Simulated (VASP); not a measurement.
# SnTe (F-43m) in VASP: notebook

One crystal, SnTe, is run at these levels: PBEsol; tasks: single point.

Everything below comes from runs of VASP 6.6.1. Logs are shortened: lines on timing, memory, paths and dates and some standing lists are left out, and cuts for length are marked.

## 1. Starting point

Symmetry: F-43m, No. 216, cubic system. The conventional cell has a = 7.222 Å, b = 7.222 Å, c = 7.222 Å, α = 90.00°, β = 90.00°, γ = 90.00°. Te (site symmetry -43m) is surrounded by 4 Sn at 3.13 Å. Around Sn (site symmetry -43m) lie 4 Te at 3.13 Å.

Measurements of this composition are mostly on another form, of space group No. 225.

## 2. Single point, PBEsol, spin-orbit coupling, no magnetisation

INCAR reads:

```
SYSTEM = SnTe
ALGO = Normal
EDIFF = 1E-7
ENCUT = 300
GGA = PS
GGA_COMPAT = .False.
ISIF = 2
ISMEAR = 0
LASPH = .True.
LCHARG = .False.
LNONCOLLINEAR = .True.
LORBIT = 11
LREAL = .False.
LSORBIT = .True.
LWAVE = .False.
MAGMOM = 0 0 0 0 0 0
NBANDS = 36
NELM = 100
PREC = Accurate
SIGMA = 0.02
```

KPOINTS reads:

```
k-points
0
Gamma
  3 3 3
  0 0 0
```

POSCAR reads:

```
SnTe
1.0
    0.0000000000      3.6111460000      3.6111460000
    3.6111460000      0.0000000000      3.6111460000
    3.6111460000      3.6111460000      0.0000000000
Te Sn
1 1
Direct
    0.2500000000      0.2500000000      0.2500000000
    0.0000000000      0.0000000000      0.0000000000
```

Potentials or basis: VASP PAW PBE potentials, release 64 (Te, Sn_d).

Started as:

```bash
$ cat potpaw_PBE.64/Te/POTCAR potpaw_PBE.64/Sn_d/POTCAR > POTCAR
$ mpirun -np 1 vasp_ncl > vasp.out
```

OUTCAR:

```text
SYSTEM = SnTe
   EDIFF = 1E-7
   ENCUT = 300
   GGA = PS
   ISIF = 2
   ISMEAR = 0
   LASPH = .True.
   LNONCOLLINEAR = .True.
   LORBIT = 11
   LREAL = .False.
   LSORBIT = .True.
   NELM = 100
   PREC = Accurate

 Found      5 irreducible k-points:

 Following reciprocal coordinates:
            Coordinates               Weight
  0.000000  0.000000  0.000000      1.000000
  0.333333  0.000000  0.000000      4.000000
 -0.333333  0.000000  0.000000      4.000000
  0.333333  0.333333  0.000000      6.000000
 -0.333333  0.333333  0.000000     12.000000
   k-points           NKPTS =      5   k-points in BZ     NKDIM =      5   number of bands    NBANDS=     36
   number of dos      NEDOS =    301   number of ions     NIONS =      2
   total plane-waves  NPLWV =  27000
   dimension x,y,z NGX =    30 NGY =   30 NGZ =   30
   dimension x,y,z NGXF=    60 NGYF=   60 NGZF=   60
   ions per type =               1   1
   NGX,Y,Z   is equivalent  to a cutoff of   9.77,  9.77,  9.77 a.u.
   NGXF,Y,Z  is equivalent  to a cutoff of  19.53, 19.53, 19.53 a.u.
 SYSTEM =  SnTe
   PREC   = accura    normal or accurate (medium, high low for compatibility)
   ISTART =      0    job   : 0-new  1-cont  2-samecut
   ICHARG =      2    charge: 1-file 2-atom 10-const
   ISPIN  =      1    spin polarized calculation?
   LNONCOLLINEAR =      T non collinear calculations
   LSORBIT =      T    spin-orbit coupling
   LASPH  =      T    aspherical Exc in radial PAW
   ENCUT  =  300.0 eV  22.05 Ry    4.70 a.u.   7.21  7.21  7.21*2*pi/ulx,y,z
   NELM   =    100;   NELMIN=  2; NELMDL= -5     # of ELM steps
   EDIFF  = 0.1E-06   stopping-criterion for ELM
   LREAL  =      F    real-space projection
   EDIFFG = 0.1E-05   stopping-criterion for IOM
   NSW    =      0    number of steps for IOM
   IBRION =     -1    ionic relax: 0-MD 1-quasi-New 2-CG
   NFREE  =      0    steps in history (QN), initial steepest desc. (CG)
   ISIF   =      2    stress and relaxation
   ISYM   =      2    0-nonsym 1-usesym 2-fastsym
   POTIM  = 0.5000    time-step for ionic-motion
   TEBEG  =    0.0;   TEEND  =   0.0 temperature during run
   PSTRESS=    0.0 pullay stress
   NELECT =      20.0000    total number of electrons
   NUPDOWN=      -1.0000    fix difference up-down
   EMIN   =  10.00;   EMAX   =-10.00  energy-range for DOS
   EFERMI =   0.00;   METHOD = LEGACY
   ISMEAR =     0;   SIGMA  =   0.02  broadening in eV -4-tet -1-fermi 0-gaus
   EFERMI_NEDOS =   21; number of points for ismear=-14 and -15
   IALGO  =     38    algorithm
   IMIX   =      4    mixing-type and parameters
     AMIX     =   0.40;   BMIX     =  1.00
     AMIX_MAG =   1.60;   BMIX_MAG =  1.00
  volume/ion in A,a.u.               =      47.09       317.78
  Fermi-wavevector in a.u.,A,eV,Ry     =   0.976704  1.845704 12.979296  0.953951
  Thomas-Fermi vector in A             =   2.107344
   LORBIT       =     11    0 simple, 1 ext, 2 COOP (PROOUT), +10 PAW based schemes
   GGA     = PS    functional components
   LHFCALC =     F    Hartree Fock is set to
   AEXX    =    0.0000 exact exchange contribution
   IVDW    =     0    specifies the selected vdW correction
   LEPSILON=     F    determine dielectric tensor
   LRPA    =     F    only Hartree local field effects (RPA)
 Gauss-broadening in eV      SIGMA  =   0.02
  energy-cutoff  :      300.00
  volume of cell :       94.18
 maximum number of plane-waves:      2278
 NGX is ok and might be reduce to    30
   NGX = 15   NGY = 15   NGZ = 15

 number of electron      19.9999983 magnetization      -0.0000000      0.0000000     -0.0000000

 number of electron      19.9999983 magnetization       0.0000000      0.0000000      0.0000000

 number of electron      19.9999983 magnetization       0.0000000      0.0000000     -0.0000000

 number of electron      19.9999983 magnetization      -0.0000000     -0.0000000     -0.0000000

 Free energy of the ion-electron system (eV)
  ---------------------------------------------------
  ext. energy  EPLUGINS =         0.00000000
  ---------------------------------------------------
  free energy    TOTEN  =        -7.88235405 eV

  energy without entropy =       -7.88235405  energy(sigma->0) =       -7.88235405

 E-fermi :   2.6949     XC(G=0):  -7.6570

 val. band max:        2.5158150151   @ k =  -0.3333   0.3333   0.0000
 cond. band min:       3.1896679859   @ k =   0.3333   0.3333   0.0000
 fundamental gap:      0.6738529708
 Fermi energy:         2.6948904415

 k-point     1 :       0.0000    0.0000    0.0000
  band No.  band energies     occupation
      1     -19.2583      1.00000
      2     -19.2583      1.00000
      3     -19.2583      1.00000
      4     -19.2583      1.00000
      5     -18.2270      1.00000
      6     -18.2270      1.00000
      7     -18.2204      1.00000
      8     -18.2204      1.00000
      9     -18.2204      1.00000
     10     -18.2204      1.00000
     11      -8.5649      1.00000
     12      -8.5649      1.00000
     13      -2.2016      1.00000
     14      -2.2016      1.00000
     15       0.5509      1.00000
     16       0.5509      1.00000
     17       1.2999      1.00000
     18       1.2999      1.00000
     19       1.2999      1.00000
     20       1.2999      1.00000
     21       3.6601      0.00000
     22       3.6601      0.00000
     23       4.1750      0.00000
     24       4.1750      0.00000
     25       4.1750      0.00000
     26       4.1750      0.00000
     27       6.9772      0.00000
     28       6.9772      0.00000
     29       9.4388      0.00000
     30       9.4388      0.00000
     31       9.4388      0.00000
     32       9.4388      0.00000

 k-point     2 :       0.3333    0.0000    0.0000
  band No.  band energies     occupation
      1     -19.2580      1.00000
      2     -19.2578      1.00000
      3     -19.2578      1.00000
      4     -19.2578      1.00000
      5     -18.2262      1.00000
      6     -18.2262      1.00000
      7     -18.2208      1.00000
      8     -18.2208      1.00000
      9     -18.2193      1.00000
     10     -18.2190      1.00000
     11      -8.1885      1.00000
     12      -8.1885      1.00000
     13      -3.5998      1.00000
     14      -3.5998      1.00000
     15       0.3407      1.00000
     16       0.3407      1.00000
     17       0.8629      1.00000
     18       0.8644      1.00000
     19       1.0618      1.00000
     20       1.0618      1.00000
     21       4.4980      0.00000
     22       4.4980      0.00000
     23       4.8477      0.00000
     24       4.8506      0.00000
     25       5.3923      0.00000
     26       5.3923      0.00000
     27       8.3895      0.00000
     28       8.3895      0.00000
     29       9.0205      0.00000
     30       9.0205      0.00000
     31       9.0648      0.00000
     32       9.0764      0.00000

 k-point     3 :      -0.3333    0.0000    0.0000
  band No.  band energies     occupation
      1     -19.2580      1.00000
      2     -19.2578      1.00000
      3     -19.2578      1.00000
      4     -19.2578      1.00000
      5     -18.2262      1.00000
      6     -18.2262      1.00000
      7     -18.2208      1.00000
      8     -18.2208      1.00000
      9     -18.2193      1.00000
     10     -18.2190      1.00000
     11      -8.1885      1.00000
     12      -8.1885      1.00000
     13      -3.5998      1.00000
     14      -3.5998      1.00000
     15       0.3407      1.00000
     16       0.3407      1.00000
     17       0.8629      1.00000
     18       0.8644      1.00000
     19       1.0618      1.00000
     20       1.0618      1.00000
     21       4.4980      0.00000
     22       4.4980      0.00000
     23       4.8477      0.00000
     24       4.8506      0.00000
     25       5.3923      0.00000
     26       5.3923      0.00000
     27       8.3895      0.00000
     28       8.3895      0.00000
     29       9.0205      0.00000
     30       9.0205      0.00000
     31       9.0648      0.00000
     32       9.0764      0.00000

 k-point     4 :       0.3333    0.3333    0.0000
  band No.  band energies     occupation
      1     -19.2584      1.00000
      2     -19.2584      1.00000
      3     -19.2572      1.00000
      4     -19.2572      1.00000
      5     -18.2265      1.00000
      6     -18.2265      1.00000
      7     -18.2198      1.00000
      8     -18.2198      1.00000
      9     -18.2196      1.00000
     10     -18.2196      1.00000
     11      -8.0473      1.00000
     12      -8.0473      1.00000
     13      -3.8814      1.00000
     14      -3.8814      1.00000
     15      -0.0766      1.00000
     16      -0.0766      1.00000
     17       0.1991      1.00000
     18       0.1991      1.00000
     19       2.2647      1.00000
     20       2.2647      1.00000
     21       3.1897      0.00000
     22       3.1897      0.00000
     23       6.0229      0.00000
     24       6.0229      0.00000
     25       6.0638      0.00000
     26       6.0638      0.00000
     27       7.4821      0.00000
     28       7.4821      0.00000
     29       9.8754      0.00000
     30       9.8754      0.00000
     31      10.5068      0.00000
     32      10.5068      0.00000

 k-point     5 :      -0.3333    0.3333    0.0000
  band No.  band energies     occupation
      1     -19.2590      1.00000
      2     -19.2582      1.00000
      3     -19.2574      1.00000
      4     -19.2567      1.00000
      5     -18.2277      1.00000
      6     -18.2247      1.00000
      7     -18.2211      1.00000
      8     -18.2202      1.00000
      9     -18.2192      1.00000
     10     -18.2191      1.00000
     11      -7.8757      1.00000
     12      -7.8702      1.00000
     13      -4.2695      1.00000
     14      -4.2150      1.00000
     15      -0.7261      1.00000
     16      -0.4972      1.00000
     17       0.1566      1.00000
     18       0.2211      1.00000
     19       2.2809      1.00000
     20       2.5158      1.00000
     21       4.5853      0.00000
     22       4.6238      0.00000
     23       5.6610      0.00000
     24       5.7541      0.00000
     25       5.7924      0.00000
     26       5.8773      0.00000
     27       7.6188      0.00000
     28       7.6430      0.00000
     29       9.1358      0.00000
     30       9.1447      0.00000
     31      10.2064      0.00000
     32      10.2319      0.00000
 [bands above 32 left out]

------------------------ aborting loop because EDIFF is reached ----------------------------------------

  FORCE on cell =-STRESS in cart. coord.  units (eV):
  Direction    XX          YY          ZZ          XY          YZ          ZX
  --------------------------------------------------------------------------------------
  -------------------------------------------------------------------------------------
  Total       -1.3373195     -1.3373195     -1.3373195      0.0000000      0.0000000     -0.0000000
  in kB      -22.7499588    -22.7499588    -22.7499588      0.0000000      0.0000000     -0.0000000
  external PRESSURE =     -22.7499588 kB  Pullay stress =       0.0000000 kB

 VOLUME and BASIS-vectors are now :
 -----------------------------------------------------------------------------
  energy-cutoff  :      300.00
  volume of cell :       94.18
      direct lattice vectors                 reciprocal lattice vectors
     0.000000000  3.611146000  3.611146000    -0.138460201  0.138460201  0.138460201
     3.611146000  0.000000000  3.611146000     0.138460201 -0.138460201  0.138460201
     3.611146000  3.611146000  0.000000000     0.138460201  0.138460201 -0.138460201

 POSITION                                       TOTAL-FORCE (eV/Angst)
 -----------------------------------------------------------------------------------
      1.80557      1.80557      1.80557         0.000000      0.000000      0.000000
      0.00000      0.00000      0.00000        -0.000000     -0.000000     -0.000000
 -----------------------------------------------------------------------------------
    total drift:                                0.000001      0.000001      0.000001

  FREE ENERGIE OF THE ION-ELECTRON SYSTEM (eV)
  ---------------------------------------------------
  free  energy   TOTEN  =        -7.8823540459 eV

  energy  without entropy=       -7.8823540459  energy(sigma->0) =       -7.88235405

 Spin-Orbit-Coupling matrix elements

 Ion:    1  E_soc:     -0.2247819
 l=   1
     0.0000000    -0.0374593    -0.0374593
    -0.0374593     0.0000000    -0.0374593
    -0.0374593    -0.0374593     0.0000000
 l=   2
     0.0000000     0.0000101     0.0000000     0.0000101    -0.0000144
     0.0000101     0.0000000    -0.0000108     0.0000101    -0.0000036
     0.0000000    -0.0000108     0.0000000    -0.0000108     0.0000000
     0.0000101     0.0000101    -0.0000108     0.0000000    -0.0000036
    -0.0000144    -0.0000036     0.0000000    -0.0000036     0.0000000
 l=   3
     0.0000000     0.0000000     0.0000000     0.0000000     0.0000000     0.0000000     0.0000000
     0.0000000     0.0000000     0.0000000     0.0000000     0.0000000     0.0000000     0.0000000
     0.0000000     0.0000000     0.0000000     0.0000000     0.0000000     0.0000000     0.0000000
     0.0000000     0.0000000     0.0000000     0.0000000     0.0000000     0.0000000     0.0000000
     0.0000000     0.0000000     0.0000000     0.0000000     0.0000000     0.0000000     0.0000000
     0.0000000     0.0000000     0.0000000     0.0000000     0.0000000     0.0000000     0.0000000
     0.0000000     0.0000000     0.0000000     0.0000000     0.0000000     0.0000000     0.0000000

 Ion:    2  E_soc:     -0.1046232
 l=   1
     0.0000000    -0.0113312    -0.0113312
    -0.0113312     0.0000000    -0.0113312
    -0.0113312    -0.0113312     0.0000000
 l=   2
     0.0000000    -0.0012399     0.0000000    -0.0012399    -0.0048661
    -0.0012399     0.0000000    -0.0036496    -0.0012399    -0.0012165
     0.0000000    -0.0036496     0.0000000    -0.0036496     0.0000000
    -0.0012399    -0.0012399    -0.0036496     0.0000000    -0.0012165
    -0.0048661    -0.0012165     0.0000000    -0.0012165     0.0000000
 l=   3
     0.0000000     0.0000000     0.0000000     0.0000000     0.0000000     0.0000000     0.0000000
     0.0000000     0.0000000     0.0000000     0.0000000     0.0000000     0.0000000     0.0000000
     0.0000000     0.0000000     0.0000000     0.0000000     0.0000000     0.0000000     0.0000000
     0.0000000     0.0000000     0.0000000     0.0000000     0.0000000     0.0000000     0.0000000
     0.0000000     0.0000000     0.0000000     0.0000000     0.0000000     0.0000000     0.0000000
     0.0000000     0.0000000     0.0000000     0.0000000     0.0000000     0.0000000     0.0000000
     0.0000000     0.0000000     0.0000000     0.0000000     0.0000000     0.0000000     0.0000000

 total charge

# of ion       s       p       d       tot
------------------------------------------
    1        1.394   1.927   0.017   3.338
    2        1.385   0.703   9.954  12.042
--------------------------------------------------
tot          2.779   2.630   9.971  15.380

 magnetization (x)

# of ion       s       p       d       tot
------------------------------------------
    1        0.000   0.000   0.000   0.000
    2        0.000   0.000  -0.000   0.000
--------------------------------------------------
tot          0.000   0.000   0.000   0.000

 magnetization (y)

# of ion       s       p       d       tot
------------------------------------------
    1       -0.000   0.000   0.000  -0.000
    2        0.000  -0.000  -0.000  -0.000
--------------------------------------------------
tot          0.000  -0.000   0.000  -0.000

 magnetization (z)

# of ion       s       p       d       tot
------------------------------------------
    1        0.000  -0.000   0.000  -0.000
    2       -0.000   0.000  -0.000  -0.000
--------------------------------------------------
tot         -0.000  -0.000  -0.000  -0.000
```

Wall time 29 s (1 thread of Intel Xeon Platinum 8375C at 2.90GHz (Ice Lake), shared host); peak memory 0.26 GiB.

These settings aren't checked as converged: the numbers below hold their error.

What came out:

```
Free energy                                           : -7.8824 eV
Pressure                                              : -2.3 GPa
Valence electrons inside the program's atomic spheres : Te 3.34; Sn 12.04
```

Caveat: the k mesh is coarse (spacing up to 0.50 Å⁻¹), so the values aren't converged; the PAW data sets were made with another functional, which shifts forces and pressure a little.

## 3. Single point, PBEsol, spin-orbit coupling, no magnetisation

INCAR is that of step 2.

KPOINTS reads:

```
k-points
0
Gamma
  4 4 4
  0 0 0
```

POSCAR is that of step 2.

Potentials or basis: VASP PAW PBE potentials, release 64 (Te, Sn_d).

Started as:

```bash
$ cat potpaw_PBE.64/Te/POTCAR potpaw_PBE.64/Sn_d/POTCAR > POTCAR
$ mpirun -np 1 vasp_ncl > vasp.out
```

It took 57 s on 1 thread of Intel Xeon Platinum 8375C at 2.90GHz (Ice Lake), shared host; peak memory 0.27 GiB.

These settings aren't checked as converged: the numbers below hold their error.

What came out:

* Free energy: -7.7911 eV
* Pressure: -2.0 GPa
* Valence electrons inside the program's atomic spheres: Te 3.34; Sn 12.04

Caveat: the k mesh is coarse (spacing up to 0.38 Å⁻¹), so the values aren't converged; the PAW data sets were made with another functional, which shifts forces and pressure a little.

## 4. For comparison

An earlier run on the cell as given: functional PBEsol; potentials or basis VASP PAW PBE potentials, release 64 (Te, Sn_d); cutoff 520 eV; k mesh 7 × 7 × 7; occupations fermi-dirac, width 0.05 eV; no spin polarisation.

* Pressure: -1.4 GPa
* Band gap on the k mesh: 0.28 eV, indirect (least direct gap 0.79 eV)
